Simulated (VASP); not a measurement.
## VASP 6.6.1 run: BeTe

INCAR

```
LREAL = .FALSE.
PREC = Accurate
NELM = 120
ENCUT = 520
ISYM = -1
ISMEAR = 0
LWAVE = .FALSE.
MAXMIX = 5
NBANDS = 11
LCHARG = .FALSE.
SIGMA = 0.01
IBRION = -1
ALGO = Normal
ISIF = 2
METAGGA = R2SCAN
EDIFF = 1E-7
LASPH = .TRUE.
NSW = 0
```

KPOINTS

```
KPOINTS created by Atomic Simulation Environment
0
Gamma
4 4 4
0 0 0
```

POSCAR

```
Be Te
 1.0000000000000000
     0.0000000000000000    2.7720511529000000    2.7720511529000000
     2.7720511529000000    0.0000000000000000    2.7720511529000000
     2.7720511529000000    2.7720511529000000    0.0000000000000000
 Be  Te
   1   1
Cartesian
  0.0000000000000000  0.0000000000000000  0.0000000000000000
  1.3860255764500002  1.3860255764500002  1.3860255764500002
```

The recommended PBE PAW datasets give the neutral cell 8 valence electrons.

Command

```
mpirun -np 1 vasp_std
```

Q: How does this run end, and what does it give?

A: It converged. Results: gap between bands v and c on the k mesh 2.20 eV; least direct gap on the k mesh 3.96 eV; pressure 4.8 GPa. Band v is the last that the valence electrons fill when counted band by band, and c is the next.

OSZICAR

```
N       E                     dE             d eps       ncg     rms          rms(c)
DAV:   1    -0.373587947333E+01   -0.37359E+01   -0.33915E+03  1408   0.599E+02
DAV:   2    -0.305849871463E+02   -0.26849E+02   -0.25510E+02  1826   0.973E+01
DAV:   3    -0.316708986057E+02   -0.10859E+01   -0.10842E+01  1815   0.206E+01
DAV:   4    -0.316804970688E+02   -0.95985E-02   -0.95974E-02  1684   0.224E+00
DAV:   5    -0.316806603612E+02   -0.16329E-03   -0.16329E-03  1792   0.287E-01    0.491E+00
DAV:   6    -0.305759305734E+02    0.11047E+01   -0.19693E-01  1501   0.277E+00    0.351E+00
DAV:   7    -0.305690018752E+02    0.69287E-02   -0.15794E-01  1769   0.210E+00    0.505E-01
DAV:   8    -0.305682392097E+02    0.76267E-03   -0.68973E-03  1618   0.495E-01    0.384E-01
DAV:   9    -0.305687082100E+02   -0.46900E-03   -0.70426E-04  1696   0.187E-01    0.191E-01
DAV:  10    -0.305687806003E+02   -0.72390E-04   -0.74385E-05  1588   0.552E-02    0.693E-02
DAV:  11    -0.305687891120E+02   -0.85117E-05   -0.44509E-06  1952   0.168E-02    0.414E-02
DAV:  12    -0.305687951563E+02   -0.60443E-05   -0.70150E-06  1569   0.205E-02    0.235E-03
DAV:  13    -0.305687952244E+02   -0.68075E-07   -0.22931E-07  2108   0.399E-03
   1 F= -.30568795E+02 E0= -.30568795E+02  d E =-.252244E-69
```

Standard output (part)

```
POSCAR found type information on POSCAR BeTe
 POSCAR found :  2 types and       2 ions
 LDA part: xc-table for (None), standard interpolation
 POSCAR, INCAR and KPOINTS ok, starting setup
 WAVECAR not read
 entering main loop
```

These settings aren't sound, so the numbers aren't properties of the crystal.

On sound settings r²SCAN gives a gap of 2.21 eV on its mesh and a pressure of 4.3 GPa for the intended cell.
